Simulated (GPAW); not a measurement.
Here is a GPAW 26.7.0 calculation.

File run.py:

```python
import numpy as np
from ase import Atoms
from ase.dft.bandgap import bandgap
from ase.io import write
from gpaw import GPAW, PW
from gpaw.spinorbit import soc_eigenstates

atoms = Atoms(['Nb'],
              cell=[[-1.66395, 1.66395, 1.66395],
                    [1.66395, -1.66395, 1.66395],
                    [1.66395, 1.66395, -1.66395]],
              scaled_positions=[[0.0, 0.0, 0.0]],
              pbc=True)

calc = GPAW(mode=PW(600),
            xc={'name': 'C09-vdW', 'backend': 'libvdwxc'},
            kpts={'size': (11, 11, 11), 'gamma': True},
            occupations={'name': 'fermi-dirac', 'width': 0.05},
            nbands=15,
            convergence={'density': 1e-05, 'energy': 1e-05},
            maxiter=150,
            txt='gpaw.txt')
atoms.calc = calc
energy = atoms.get_potential_energy()
forces = atoms.get_forces()
calc.write('gs.gpw')
write('result.traj', atoms)
print(f'Energy: {energy:.6f} eV')
print('Forces (eV/A):')
print(forces.round(4))
print('Fermi level:', round(calc.get_fermi_level(), 4), 'eV')
print(f'Gap: {bandgap(calc)[0]:.4f} eV, direct: {bandgap(calc, direct=True)[0]:.4f} eV')

path = atoms.cell.bandpath('GHNGPH,PN', npoints=80, eps=1e-4)
bs_calc = calc.fixed_density(kpts=path, symmetry='off', nbands=23,
                             convergence={'bands': 'CBM+6.0', 'eigenstates': 1e-6}, txt='bands.txt')
bs = bs_calc.band_structure()
bs.write('bs.json')
print(f'Gap on the path: {bandgap(bs_calc)[0]:.4f} eV')

soc = soc_eigenstates(bs_calc, theta=0, phi=0)
np.savetxt('soc_bands.dat', soc.eigenvalues(), fmt='%.4f')
mesh = soc_eigenstates('gs.gpw', theta=0, phi=0)
np.savetxt('soc_mesh.dat', mesh.eigenvalues(), fmt='%.4f')
print('Fermi level with spin-orbit coupling:', round(mesh.fermi_level, 4), 'eV')
```

Potentials or basis: GPAW PAW data sets (gpaw-data 1.2.1), pw.

Launch:

```console
$ OMP_NUM_THREADS=1 python run.py
```

(1) What does it give for the band gap along the path?

Answers

(1) none (metal or under the smearing width).

Caveat: spin-orbit coupling was added after a scalar SCF, so levels and gaps hold it while energy, forces, pressure and moments don't; this program's spin-orbit splittings come out too wide for heavy elements; the PAW data sets were made with another functional, which shifts forces and pressure a little.
